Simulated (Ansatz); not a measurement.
# Al2Cu: the cost of one run

Method: DFT PBE, scalar-relativistic, plane waves, PAW, in Ansatz 0.2.0.

1 further run of the same task is left out (set aside as unsound or not needed).

**1. The starting structure**

The structure is tetragonal, space group P4/mmm (No. 123). Conventional cell: a = 4.121 Å, b = 4.121 Å, c = 2.885 Å, α = 90.00°, β = 90.00°, γ = 90.00°. Al (site symmetry mmm) is surrounded by 4 Cu at 2.52 Å and 6 Al at 2.88 to 2.91 Å. Cu (site symmetry 4/mmm) has 8 Al at 2.52 Å and 2 Cu at 2.88 Å as nearest neighbours.

Coordinates:

```cif
data_structure
_symmetry_space_group_name_H-M 'P4/mmm'
_symmetry_Int_Tables_number 123
_cell_length_a 4.1212
_cell_length_b 4.1212
_cell_length_c 2.8847
_cell_angle_alpha 90.000
_cell_angle_beta 90.000
_cell_angle_gamma 90.000
_cell_volume 48.99
loop_
_atom_site_label
_atom_site_type_symbol
_atom_site_symmetry_multiplicity
_atom_site_Wyckoff_symbol
_atom_site_fract_x
_atom_site_fract_y
_atom_site_fract_z
_atom_site_occupancy
Al1 Al 2 e 0.50000 0.00000 0.50000 1
Cu1 Cu 1 a 0.00000 0.00000 0.00000 1
```

It goes back to an entry of the Materials Project, which need not be the stable form.

It is the result of an earlier relaxation at this level (volume 16.33 Å³/atom; gap on the mesh: none (metal)).

**2. The scan**

The energy is mapped over two normal modes frozen in (zone-centre modes of the cell shown).

First coordinate, amplitude of mode 4 (136 cm⁻¹), largest displacement: 9 values from −0.488 Å. Second coordinate, amplitude of mode 9 (339 cm⁻¹), largest displacement: 9 values from −0.142 Å.

Nothing else is relaxed (the cell and all other modes fixed). Energies count from the relaxed high-symmetry cell. Points are written as (first, second).

The modes come from a phonon run on the reference cell, made beforehand.

Displacement patterns for an amplitude of 1 (Å):

```
atom      x1     y1     z1     x2      y2     z2
 Al1  -0.076  0.000  0.000  0.000  -0.227  0.000
 Al2   1.000  0.000  0.000  0.000   1.000  0.000
 Cu3  -0.392  0.000  0.000  0.000  -0.328  0.000
```

**3. The run at (−0.488 Å, −0.071 Å)**

Input file input.yaml:

```yaml
crystal:
  lattice:
    - [4.1211626268, 0.0, 0.0]
    - [0.0, 4.1211626268, 0.0]
    - [0.0, 0.0, 2.8847334069]
  atoms:
    - { symbol: Al, position: [0.5090462006, 0.0039076392, 0.5] }
    - { symbol: Al, position: [-0.1184131868, 0.4827718519, 0.5] }
    - { symbol: Cu, position: [0.046437062, 0.0056558685, 0.0] }
basis:
  ecutwfc: 520.0
kpoints:
  mp_grid: { grid: [10, 10, 14] }
hamiltonian:
  xc: pbe
  pseudopotentials: { kind: paw, azcp: { folder: soft_1 } }
scf:
  occupations: { method: gaussian, width: 0.15 }
output:
  forces: true
  stress: true
  eigenvalues: true
```

The run is started by

```bash
$ ansatz run input.yaml --threads 2 --pin off --max-ram 4096MiB --backend cpu --events-out ev --progress --plain --runs-dir out
```

**Question.** How long does this run take on 2 threads of Arm Neoverse N1, shared host, and how much memory does it need?

About 46 s, with a peak of 0.72 GiB.
